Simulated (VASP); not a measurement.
CaF2 (lda), 3 atoms in the cell. It takes space group Fm-3m (No. 225, cubic). Conventional cell: a = 5.463 Å, b = 5.463 Å, c = 5.463 Å, α = 90.00°, β = 90.00°, γ = 90.00°. Around Ca (site symmetry m-3m) lie 8 F at 2.37 Å. F (site symmetry -43m) has 4 Ca at 2.37 Å as nearest neighbours. 

```yaml
Program: VASP 6.6.1
Task: relaxation of cell and atoms
Functional: LDA
Potentials_or_basis: VASP PAW LDA potentials, release 64 (Ca_sv, F)
Cutoff: 600 eV
k_mesh: 8 × 8 × 8
Occupations: gaussian, width 0.02 eV
Spin: no spin polarisation
Dipole_correction: no
Further_INCAR_settings: ALGO = Normal; EDIFF = 1e-06; IBRION = 2; EDIFFG = -0.002; NSW = 100; ISIF = 3
```

Potentials or basis: VASP PAW LDA potentials, release 64 (Ca_sv, F).

Launch:

```console
$ cat potpaw_LDA.64/Ca_sv/POTCAR potpaw_LDA.64/F/POTCAR > POTCAR
$ mpirun -np 1 vasp_std > vasp.out
```

Hardware: 1 thread of Intel(R) Xeon(R) Platinum 8375C CPU @ 2.90GHz (Ice Lake), with other jobs on the host.

How long does it take, and how much memory?

Run time: 30 s on 1 thread of Intel(R) Xeon(R) Platinum 8375C CPU @ 2.90GHz (Ice Lake), with other jobs on the host, peak memory 0.18 GiB. Counts: scf iterations 28, k points 29, ion steps 3.
